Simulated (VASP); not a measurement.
A run of VASP 6.6.1 is set up as follows.

File INCAR:

```
SYSTEM = AgCl
  ALGO = Fast
  EDIFF = 1E-7
  EDIFFG = -0.01
  ENCUT = 300
  GGA = PE
  IBRION = 2
  ISIF = 2
  ISMEAR = 0
  LASPH = .TRUE.
  LCHARG = .FALSE.
  LREAL = .FALSE.
  LWAVE = .FALSE.
  NELM = 80
  NSW = 40
  PREC = Accurate
  SIGMA = 0.03
```

File KPOINTS:

```
k-points
0
G
  4 4 4
  0 0 0
```

Contents of POSCAR:

```
AgCl                                    
1.0
    0.0000000000      2.8357123733      2.8357123733
    2.8357123733     -0.0000000000      2.8357123733
    2.8357123733      2.8357123733     -0.0000000000
  Ag              Cl            
     1     1
Direct
     0.0000000000000000    0.0000000000000000    0.0000000000000000
     0.5000000000000000    0.5000000000000000    0.5000000000000000
```

Potentials or basis: VASP PAW PBE potentials, release 64 (Ag, Cl).

Run with:

```console
$ cat potpaw_PBE.64/Ag/POTCAR potpaw_PBE.64/Cl/POTCAR > POTCAR
$ mpirun -np 1 vasp_std > vasp.out
```

(1) Estimate the band gap on the k mesh.

Results:

(1) 0.92 eV, indirect (least direct gap 2.97 eV).

Caveat: the k mesh is coarse (spacing up to 0.48 Å⁻¹), so the values aren't converged; the relaxation stopped at its first step, so nothing moved.
